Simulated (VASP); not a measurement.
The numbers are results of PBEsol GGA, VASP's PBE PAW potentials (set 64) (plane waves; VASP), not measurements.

Input for VASP

### INCAR
```
# general
SYSTEM  = CsCl(110) slab
PREC    = Normal
ENCUT   = 400
LREAL   = F
LASPH   = T

# electronic loop
EDIFF   = 1E-6
NELM    = 100
NELMIN  = 4
ALGO    = Normal
LMAXMIX = 4

# smearing
ISMEAR  = 0
SIGMA   = 0.05

# functional
GGA     = PS

# output
LWAVE   = F
LCHARG  = F
LORBIT  = 11
LVHAR   = T

# other
LDIPOL  = T
IDIPOL  = 3
DIPOL   = 0.5 0.5 0.5
```

**POSCAR**
```
CsCl(110) slab
1
    5.7587889029     0.0000000000     0.0000000000
    0.0000000000     4.0720785987     0.0000000000
    0.0000000000     0.0000000000    26.3431066846
Cs Cl
4 4
Direct
  0.2500000000   1.0000000000   0.3369145941
  0.7500000000   1.0000000000   0.4445135047
  0.2500000000   1.0000000000   0.5554864953
  0.7500000000   1.0000000000   0.6630854059
  0.7500000000   0.5000000000   0.3368040071
  0.2500000000   0.5000000000   0.4440207006
  0.7500000000   0.5000000000   0.5559792994
  0.2500000000   0.5000000000   0.6631959929
```

File KPOINTS:
```
Automatic mesh
0
Gamma
4 5 1
0 0 0
```

POTCAR, in this order: Cs_sv Cl (PBE.64 set). Program: vasp_std. Read from the step before: WAVECAR.

Output

### OUTCAR
```
 ion  position               nearest neighbor table
   1  0.250  0.000  0.337-
   2  0.750  0.000  0.445-
   3  0.250  0.000  0.555-
   4  0.750  0.000  0.663-
   5  0.750  0.500  0.337-
   6  0.250  0.500  0.444-
   7  0.750  0.500  0.556-
   8  0.250  0.500  0.663-
  LATTYP: Found a simple orthorhombic cell.
 ALAT       =     4.0720785987
 B/A-ratio  =     1.4142135922
 C/A-ratio  =     6.4692038835
 Subroutine PRICEL returns:
 Original cell was already a primitive cell.
 Subroutine GETGRP returns: Found  8 space group operations
The static configuration has the point symmetry C_2h.
 The point group associated with its full space group is D_2h.
The dynamic configuration has the point symmetry C_2h.
 Subroutine INISYM returns: Found  8 space group operations
 Subroutine IBZKPT returns following result:
 Found      9 irreducible k-points:

 Following reciprocal coordinates:
            Coordinates               Weight
  0.000000  0.000000  0.000000      1.000000
  0.250000  0.000000  0.000000      2.000000
  0.500000  0.000000  0.000000      1.000000
  0.000000  0.200000  0.000000      2.000000
  0.250000  0.200000  0.000000      4.000000
  0.500000  0.200000  0.000000      2.000000
  0.000000  0.400000  0.000000      2.000000
  0.250000  0.400000  0.000000      4.000000
  0.500000  0.400000  0.000000      2.000000
   k-points           NKPTS =      9   k-points in BZ     NKDIM =      9   number of bands    NBANDS=     38
   number of dos      NEDOS =    301   number of ions     NIONS =      8
   total plane-waves  NPLWV =  78400
   dimension x,y,z NGX =    28 NGY =   20 NGZ =  140
   dimension x,y,z NGXF=    56 NGYF=   40 NGZF=  280
   ions per type =               4   4
...
```

**OSZICAR**
```
       N       E                     dE             d eps       ncg     rms          rms(c)
DAV:   1    -0.268925170421E+02   -0.26893E+02   -0.99845E-05   756   0.582E-02    0.140E-02
DAV:   2    -0.268925147854E+02    0.22567E-05   -0.32283E-05   774   0.250E-02    0.655E-03
DAV:   3    -0.268925130300E+02    0.17554E-05   -0.37762E-06   680   0.914E-03    0.380E-03
DAV:   4    -0.268925120565E+02    0.97354E-06   -0.25304E-06   560   0.888E-03
   1 F= -.26892512E+02 E0= -.26892512E+02  d E =-.308888E-14
```

OUTCAR:
```
------------------------ aborting loop because EDIFF is reached ----------------------------------------
  FORCE on cell =-STRESS in cart. coord.  units (eV):
  Direction    XX          YY          ZZ          XY          YZ          ZX
  --------------------------------------------------------------------------------------
  Total       -2.3460234      0.4145874     -0.2992350      0.0000000      0.0000000      0.0000000
  in kB       -6.0845522      1.0752573     -0.7760838      0.0000000      0.0000000      0.0000000
  external PRESSURE =      -1.9284596 kB  Pullay stress =       0.0000000 kB
  volume of cell :      617.75
      direct lattice vectors                 reciprocal lattice vectors
     5.758788903  0.000000000  0.000000000     0.173647622  0.000000000  0.000000000
     0.000000000  4.072078599  0.000000000     0.000000000  0.245574828  0.000000000
     0.000000000  0.000000000 26.343106685     0.000000000  0.000000000  0.037960595
 POSITION                                       TOTAL-FORCE (eV/Angst)
 -----------------------------------------------------------------------------------
      1.43970      0.00000      8.87538         0.000000     -0.000000      0.000581
      4.31909      0.00000     11.70987         0.000000     -0.000000      0.010411
      1.43970      0.00000     14.63324         0.000000      0.000000     -0.010411
      4.31909      0.00000     17.46773        -0.000000     -0.000000     -0.000581
      4.31909      2.03604      8.87246         0.000000     -0.000000      0.021721
      1.43970      2.03604     11.69688         0.000000     -0.000000      0.004236
      4.31909      2.03604     14.64622         0.000000     -0.000000     -0.004236
      1.43970      2.03604     17.47064        -0.000000     -0.000000     -0.021721
 -----------------------------------------------------------------------------------
    total drift:                                0.000000      0.000000      0.000000
  FREE ENERGIE OF THE ION-ELECTRON SYSTEM (eV)
  ---------------------------------------------------
  free  energy   TOTEN  =       -26.8925120565 eV

  energy  without entropy=      -26.8925120565  energy(sigma->0) =      -26.89251206

 total charge

# of ion       s       p       d       tot
------------------------------------------
    1        1.851   4.692   0.031   6.575
    2        1.853   4.691   0.035   6.580
    3        1.853   4.691   0.035   6.580
    4        1.851   4.692   0.031   6.575
    5        1.580   3.513   0.000   5.093
    6        1.581   3.519   0.000   5.100
    7        1.581   3.519   0.000   5.100
    8        1.580   3.513   0.000   5.093
--------------------------------------------------
tot         13.731  32.831   0.133  46.695
```
(Selected blocks of OUTCAR.)

The cell is a thin slab with vacuum, built from CsCl (CsCl type): (110) face.
